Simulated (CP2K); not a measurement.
# Ca under changes of volume

One of the cells (43.632 Å³/atom); the others are scaled copies at fixed shape and fractional positions:

```xyz
1
Lattice="3.9516 0.0000 0.0000 1.9758 3.4222 0.0000 1.9758 1.1407 3.2265" Properties=species:S:1:pos:R:3 pbc="T T T"
Ca    0.0000    0.0000    0.0000
```

- Program: CP2K 2026.2
- Functional: r2SCAN
- Potentials or basis: POTENTIAL_UZH Ca GTH-SCAN-q10; TZVP-MOLOPT-SCAN-GTH basis
- Density cutoff: 9184 eV
- k mesh: 8 × 8 × 8
- Occupations: fermi-dirac, width 0.05 eV
- Spin: no spin polarisation

| volume (Å³/atom) | energy over the lowest point (meV/atom) | pressure (GPa) |
| --- | --- | --- |
| 41.014 | 4.92 | 0.9 |
| 41.886 | ? | ? |
| 42.759 | 0.00 | 0.1 |
| 43.632 | 0.70 | -0.3 |
| 44.504 | 3.23 | -0.6 |
| 45.377 | 7.47 | -0.9 |
| 46.250 | 13.25 | -1.2 |

What does the run at 41.886 Å³/atom give?

Energy over the lowest point 1.34 meV/atom; pressure 0.5 GPa.

Worked out: A Birch-Murnaghan fit of order 3 (a polynomial in V^(-2/3)) to the other rows has its minimum at 42.89 Å³/atom with B0 = V·E''(V) = 18.1 GPa and B' = 3.5. It gives 1.35 meV/atom at 41.886 Å³/atom, against the run's 1.34, and -dE/dV = 0.4 GPa, against 0.5.

Energies are extrapolated to zero smearing.

Caveats: the basis of atomic orbitals isn't converged, which shifts pressures, moduli and gaps.
